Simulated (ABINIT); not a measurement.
# Ta (Im-3m) in ABINIT: notebook

Aim: see how the results for Ta move with the level of theory and the settings. Levels: PW91, PBE. Tasks: band structure, equation of state.

Everything below comes from runs of ABINIT 10.8.3 (patched build). Logs are shortened: lines on timing, memory, paths and dates and some standing lists are left out, and cuts for length are marked. The log counts tension as positive stress, the text compression.

**Measured values to compare with.**

From “Refinement of the equation of state of tantalum”, 2004, arxiv:cond-mat/0403080, for a bulk crystal of Ta: bulk modulus 194 GPa.

From “Pressure effects on the electronic structure and superconductivity of (TaNb)0.67(HfZrTi)0.33 high entropy alloy”, 2019, arxiv:1910.08312, for a bulk crystal of Ta: bulk modulus 194 GPa.

The runs below are set against these values where they give the same quantity.

## Step 1: Starting point

The structure is cubic, space group Im-3m (No. 229). The conventional cell has a = 3.303 Å, b = 3.303 Å, c = 3.303 Å, α = 90.00°, β = 90.00°, γ = 90.00°. Ta (site symmetry m-3m) has 8 Ta at 2.86 Å as nearest neighbours.

## Step 2: Band structure, PW91

Contents of run.abi:

```
ndtset 2

pp_dirpath "./"
pseudos "Ta.GGA_PBE-JTH.xml"

acell 3*1.0 Angstrom
rprim
    -1.6512800000     1.6512800000     1.6512800000
     1.6512800000    -1.6512800000     1.6512800000
     1.6512800000     1.6512800000    -1.6512800000
ntypat 1
znucl 73
natom 1
typat 1
xred
     0.0000000000     0.0000000000     0.0000000000

ecut 19.0
pawecutdg 38.0

ixc -109134

occopt 3
tsmear 0.00183747

nstep 100

iomode 3
prtwf 0
prteig 0
prtebands 0
enunit 1
prtden1 1
prtvha1 1
prtvclmb1 1
prtpot1 1

kptopt1 1
ngkpt1 11 11 11
nshiftk1 1
shiftk1 0.0 0.0 0.0
nband1 11
tolvrs1 1.0e-9

iscf2 -2
getden2 1
nband2 17
nbdbuf2 4
tolwfr2 1.0e-11
kptopt2 -5
ndivsm2 6
prteig2 1
prtvol2 -3
kptbounds2
     0.0000000000     0.0000000000     0.0000000000
     0.5000000000    -0.5000000000     0.5000000000
     0.0000000000     0.0000000000     0.5000000000
     0.0000000000     0.0000000000     0.0000000000
     0.2500000000     0.2500000000     0.2500000000
     0.5000000000    -0.5000000000     0.5000000000
```

Potentials or basis: JTH PAW PBE v2.0.

Run with:

```bash
> abinit run.abi > log 2>&1
```

run.abo:

```text
.Version 10.8.3 of ABINIT
 DATASET    1 : space group Im -3 m (#229); Bravais cI (body-center cubic)
================================================================================
 Values of the parameters that define the memory need for DATASET  1.
     intxc =       0    ionmov =       0      iscf =      17    lmnmax =      18
     lnmax =       6     mgfft =      24  mpssoang =       3    mqgrid =    3001
     natom =       1  nloc_mem =       2    nspden =       1   nspinor =       1
    nsppol =       1      nsym =      48    n1xccc =       1    ntypat =       1
    occopt =       3   xclevel =       2
       mpw =         490          nfft =       13824          nkpt =          56
 PAW method is used; the additional fine FFT grid is defined by:
   mgfftf=        30    nfftf =     27000
================================================================================
================================================================================

 DATASET    2 : space group Im -3 m (#229); Bravais cI (body-center cubic)
================================================================================
 Values of the parameters that define the memory need for DATASET  2.
     intxc =       0    ionmov =       0      iscf =      -2    lmnmax =      18
     lnmax =       6     mgfft =      24  mpssoang =       3    mqgrid =    3001
     natom =       1  nloc_mem =       2    nspden =       1   nspinor =       1
    nsppol =       1      nsym =      48    n1xccc =       1    ntypat =       1
    occopt =       3   xclevel =       2
       mpw =         490          nfft =       13824          nkpt =          35
 PAW method is used; the additional fine FFT grid is defined by:
   mgfftf=        30    nfftf =     27000
================================================================================
================================================================================

--------------------------------------------------------------------------------
------------- Echo of variables that govern the present computation ------------
--------------------------------------------------------------------------------
 -outvars: echo values of preprocessed input variables --------
            acell      1.8897261259E+00  1.8897261259E+00  1.8897261259E+00 Bohr
              amu      1.80947900E+02
             ecut      1.90000000E+01 Hartree
           enunit           1
           getden1          0
           getden2          1
             iscf1         17
             iscf2         -2
              ixc     -109134
           jdtset        1    2
           kptopt1          1
           kptopt2         -5
         kptrlatt       11    0    0      0   11    0      0    0   11
          kptrlen1     5.94528804E+01
          kptrlen2     3.00000000E+01
            natom           1
            nband1         11
            nband2         17
           nbdbuf1          0
           nbdbuf2          4
           ndtset           2
           ndivsm1          0
           ndivsm2          6
            ngfft          24      24      24
          ngfftdg          30      30      30
             nkpt1         56
             nkpt2         35
            nstep         100
             nsym          48
           ntypat           1
           occopt           3
        pawecutdg      3.80000000E+01 Hartree
         pawxcdev           0
        prtebands           0
           prteig1          0
           prteig2          1
           prtpot1          1
           prtpot2          0
         prtvclmb1          1
         prtvclmb2          0
           prtvha1          1
[... 209 lines left out ...]
--- !DatasetInfo
iteration_state: {dtset: 2, }
dimensions: {natom: 1, nkpt: 35, mband: 17, nsppol: 1, nspinor: 1, nspden: 1, mpw: 490, }
cutoff_energies: {ecut:  19.0, pawecutdg:  38.0, }
electrons: {nelect:   1.30000000E+01, charge:   0.00000000E+00, occopt:   3.00000000E+00, tsmear:   1.83747000E-03, }
meta: {optdriver: 0, ionmov: 0, optcell: 0, iscf: -2, paral_kgb: 0, }
...

 mkfilename : getden/=0, take file _DEN from output of DATASET   1.

 Real(R)+Recip(G) space primitive vectors, cartesian coordinates (Bohr,Bohr^-1):
 R(1)= -3.1204670  3.1204670  3.1204670  G(1)=  0.0000000  0.1602324  0.1602324
 R(2)=  3.1204670 -3.1204670  3.1204670  G(2)=  0.1602324  0.0000000  0.1602324
 R(3)=  3.1204670  3.1204670 -3.1204670  G(3)=  0.1602324  0.1602324  0.0000000
 Unit cell volume ucvol=  1.2153987E+02 bohr^3
 Angles (23,13,12)=  1.09471221E+02  1.09471221E+02  1.09471221E+02 degrees

 Coarse grid specifications (used for wave-functions):

 getcut: wavevector=  0.0000  0.0000  0.0000  ngfft=  24  24  24
         ecut(hartree)=     19.000   => boxcut(ratio)=   2.26302

 getcut : COMMENT -
  Note that boxcut > 2.2 ; recall that boxcut=Gcut(box)/Gcut(sphere) = 2
  is sufficient for exact treatment of convolution.
  Such a large boxcut is a waste : you could raise ecut
  e.g. ecut=   24.326062 Hartrees makes boxcut=2

 Fine grid specifications (used for densities):

 getcut: wavevector=  0.0000  0.0000  0.0000  ngfft=  30  30  30
         ecut(hartree)=     38.000   => boxcut(ratio)=   2.00025
--------------------------------------------------------------------------------

================================================================================
 Non-SCF case, kpt    1 (  0.00000  0.00000  0.00000), residuals and eigenvalues=
  7.09E-12  1.82E-12  3.04E-12  1.40E-12  5.36E-12  4.29E-12  5.75E-12  3.06E-12
  5.02E-12  9.08E-12  3.71E-12  8.69E-12  9.10E-12  1.73E-08  4.13E-06  4.13E-10
  1.69E-09
 -2.4308E+00 -1.1778E+00 -1.1778E+00 -1.1778E+00 -2.5132E-01  6.4854E-02
  6.4854E-02  6.4854E-02  1.8516E-01  1.8516E-01  5.9132E-01  5.9132E-01
  5.9132E-01  9.9654E-01  9.9654E-01  1.0862E+00  1.0862E+00
 Non-SCF case, kpt    2 (  0.06250 -0.06250  0.06250), residuals and eigenvalues=
  7.28E-12  4.81E-12  8.02E-12  1.40E-12  1.43E-12  6.13E-12  4.14E-12  6.22E-12
  4.94E-12  4.21E-12  2.71E-12  7.06E-12  9.34E-12  5.59E-10  1.10E-07  9.38E-09
  3.97E-06
[... 220 lines left out ...]
 Non-SCF case, kpt   34 (  0.46429 -0.39286  0.46429), residuals and eigenvalues=
  4.70E-12  9.15E-12  3.26E-12  1.76E-12  6.24E-12  2.58E-12  2.74E-12  1.84E-12
  9.52E-13  8.43E-12  3.97E-12  1.85E-12  1.73E-12  2.56E-12  1.40E-11  4.70E-10
  2.88E-05
 -2.4237E+00 -1.2081E+00 -1.2081E+00 -1.2051E+00 -9.2700E-02 -9.2700E-02
  2.0509E-01  2.6481E-01  2.6481E-01  3.8695E-01  3.8695E-01  3.9848E-01
  6.6272E-01  8.6932E-01  8.6932E-01  9.6450E-01  1.2716E+00
 Non-SCF case, kpt   35 (  0.50000 -0.50000  0.50000), residuals and eigenvalues=
  9.47E-12  5.75E-12  2.43E-12  5.25E-12  5.52E-12  5.65E-12  8.62E-12  4.66E-12
  4.19E-12  3.27E-12  6.09E-12  7.62E-12  2.14E-12  8.84E-12  1.25E-11  3.62E-11
  4.05E-07
 -2.4234E+00 -1.2078E+00 -1.2078E+00 -1.2078E+00 -1.0087E-01 -1.0087E-01
  2.8885E-01  2.8885E-01  2.8885E-01  3.5742E-01  3.5742E-01  3.5742E-01
  6.1310E-01  8.8596E-01  8.8596E-01  9.4367E-01  1.3707E+00

--- !ResultsGS
iteration_state: {dtset: 2, }
comment   : Summary of ground state results
lattice_vectors:
- [ -3.1204670,   3.1204670,   3.1204670, ]
- [  3.1204670,  -3.1204670,   3.1204670, ]
- [  3.1204670,   3.1204670,  -3.1204670, ]
lattice_lengths: [   5.40481,    5.40481,    5.40481, ]
lattice_angles: [109.471, 109.471, 109.471, ] # degrees, (23, 13, 12)
lattice_volume:   1.2153987E+02
convergence: {deltae:  0.000E+00, res2:  0.000E+00, residm:  9.899E-12, diffor:  0.000E+00, }
etotal    :  -5.90392428E+01
entropy   :   0.00000000E+00
fermie    :   3.84798582E-02
cartesian_stress_tensor: null
pressure_GPa: null
xred      :
- [  0.0000E+00,   0.0000E+00,   0.0000E+00, Ta]
cartesian_forces: null
force_length_stats: {min: null, max: null, mean: null, }
...

 Integrated electronic density in atomic spheres:
 ------------------------------------------------
 Atom  Sphere_radius  Integrated_density
    1        2.41973         10.67554021

================================================================================

 ----iterations are completed or convergence reached----

 Mean square residual over all n,k,spin=   46.125E-13; max=  98.992E-13
 reduced coordinates (array xred) for    1 atoms
       0.000000000000      0.000000000000      0.000000000000

 cartesian coordinates (angstrom) at end:
    1      0.00000000000000     0.00000000000000     0.00000000000000
 length scales=  1.889726125908  1.889726125908  1.889726125908 bohr
              =  1.000000000000  1.000000000000  1.000000000000 angstroms
 Eigenvalues (   eV  ) for nkpt=  35  k points:
 kpt#   1, nband= 17, wtk=  1.00000, kpt=  0.0000  0.0000  0.0000 (reduced coord)
 -66.14539  -32.04898  -32.04898  -32.04898   -6.83867    1.76477    1.76477    1.76477
   5.03834    5.03834   16.09062   16.09062   16.09062   27.11719   27.11721   29.55786
  29.55786
 kpt#   2, nband= 17, wtk=  1.00000, kpt=  0.0625 -0.0625  0.0625 (reduced coord)
 -66.13674  -32.11496  -32.07891  -32.07891   -6.49233    1.71773    1.71773    1.92920
   4.46819    5.23378   16.69745   16.69745   16.71679   23.71813   27.60158   29.10684
  29.10686
 kpt#   3, nband= 17, wtk=  1.00000, kpt=  0.1250 -0.1250  0.1250 (reduced coord)
 -66.11255  -32.28552  -32.16476  -32.16476   -5.51905    1.67173    1.67173    2.41541
   3.12889    5.73224   18.15985   18.36933   18.36933   19.58833   27.62327   27.62327
  29.10799
 kpt#   4, nband= 17, wtk=  1.00000, kpt=  0.1875 -0.1875  0.1875 (reduced coord)
 -66.07752  -32.49605  -32.29483  -32.29483   -4.11475    1.57181    1.81346    1.81346
   3.19840    6.18102   16.60438   19.75781   20.53140   20.53140   25.51611   25.51611
  31.70551
 kpt#   5, nband= 17, wtk=  1.00000, kpt=  0.2500 -0.2500  0.2500 (reduced coord)
[... 109 lines left out ...]
   5.65958   10.75771   12.78900   12.78900   21.83581   21.83581   22.31281   28.88902
  30.83071
 kpt#  33, nband= 17, wtk=  1.00000, kpt=  0.4286 -0.2857  0.4286 (reduced coord)
 -65.96764  -32.88979  -32.88979  -32.59797   -1.90593   -1.90593    2.66812    6.29398
   6.29398   11.10750   11.80987   11.80987   20.97971   22.63633   22.63633   27.82969
  30.92912
 kpt#  34, nband= 17, wtk=  1.00000, kpt=  0.4643 -0.3929  0.4643 (reduced coord)
 -65.95108  -32.87330  -32.87330  -32.79125   -2.52251   -2.52251    5.58077    7.20574
   7.20574   10.52954   10.52954   10.84327   18.03347   23.65540   23.65540   26.24526
  34.60096
 kpt#  35, nband= 17, wtk=  1.00000, kpt=  0.5000 -0.5000  0.5000 (reduced coord)
 -65.94479  -32.86594  -32.86594  -32.86594   -2.74494   -2.74494    7.86009    7.86009
   7.86009    9.72594    9.72594    9.72594   16.68327   24.10826   24.10826   25.67848
  37.29960

== END DATASET(S) ==============================================================
================================================================================

 -outvars: echo values of variables after computation  --------
            acell      1.8897261259E+00  1.8897261259E+00  1.8897261259E+00 Bohr
           etotal1    -5.9039242782E+01
            fcart1    -0.0000000000E+00 -0.0000000000E+00 -0.0000000000E+00
            rprim     -1.6512800000E+00  1.6512800000E+00  1.6512800000E+00
                       1.6512800000E+00 -1.6512800000E+00  1.6512800000E+00
                       1.6512800000E+00  1.6512800000E+00 -1.6512800000E+00
           strten1    -6.9697264310E-05 -6.9697264310E-05 -6.9697264310E-05
                       0.0000000000E+00  0.0000000000E+00  0.0000000000E+00
 Calculation completed.
```

It took 16 s on 1 thread of Intel Xeon at 2.70GHz, shared host; peak memory 0.11 GiB.

Results:

```yaml
Free_energy: -1606.5396 eV
Pressure: 2.1 GPa
Band_gap_on_the_k_mesh: none (metal or under the smearing width)
Valence_electrons_inside_the_program's_atomic_spheres: Ta 10.68 (radii [1.2805] Å)
```

Levels at the corners of the path, in eV from the Fermi level:
```csv
point,band 4,band 5,band 6,band 7,band 8,band 9
Γ,-33.10,-7.89,0.72,0.72,0.72,3.99
H,-33.91,-3.79,-3.79,6.81,6.81,6.81
N,-33.10,-4.37,-1.55,1.63,3.87,4.89
Γ,-33.10,-7.89,0.72,0.72,0.72,3.99
P,-33.69,-1.22,-1.22,-1.22,5.06,5.06
H,-33.91,-3.79,-3.79,6.81,6.81,6.81
```

Caveat: the PAW data sets were made with another functional, which shifts forces and pressure a little; spin-orbit coupling is left out, which moves the levels of the heavy elements.

## Step 3: Equation of state, PBE

Contents of run.abi:

```
# Datasets: one volume each
ndtset 7
getwfk -1
scalecart1 3*0.9795861087
scalecart2 3*0.9864848297
scalecart3 3*0.9932883884
scalecart4 3*1.0000000000
scalecart5 3*1.0066227096
scalecart6 3*1.0131594038
scalecart7 3*1.0196128224

# Pseudopotentials
pp_dirpath "./"
pseudos "Ta.upf"

# Structure
acell 3*1.0 Angstrom
rprim
    -1.6512800000     1.6512800000     1.6512800000
     1.6512800000    -1.6512800000     1.6512800000
     1.6512800000     1.6512800000    -1.6512800000
ntypat 1
znucl 73
natom 1
typat 1
xred
     0.0000000000     0.0000000000     0.0000000000

# Plane-wave basis
ecut 29.0

# k points
kptopt 1
ngkpt 11 11 11
nshiftk 1
shiftk 0.0 0.0 0.0

# Exchange and correlation
ixc 11

# Bands and occupations
nband 11
occopt 3
tsmear 0.05 eV

# SCF cycle
nstep 100
tolvrs 1.0e-10

# Output
iomode 3
prtwf 1
prtden 0
prteig 0
prtebands 0
enunit 1
```

Potentials or basis: PseudoDojo NC SR PBE v0.5 standard.

Run with:

```bash
> abinit run.abi > log 2>&1
```

Run time: 81 s. Hardware: 1 thread of Intel Xeon at 2.70GHz, shared host; peak memory 0.11 GiB.

Results (log left out):

- Equilibrium volume: 18.24 Å³/atom
- Bulk modulus: 195 GPa
- Pressure derivative of the bulk modulus: 4.4

Energy against volume, from the lowest point:
```
volume (Å³/atom)  energy (meV/atom)
          16.930              64.86
          17.290              32.56
          17.650              11.76
          18.010               1.27
          18.371               0.00
          18.731               7.06
          19.091              21.65
```

Caveat: pressures at fixed basis lie under the slope of the energies. Spin-orbit coupling is left out, which matters for the levels of Ta.

(Part 1 of 2 ends here.)
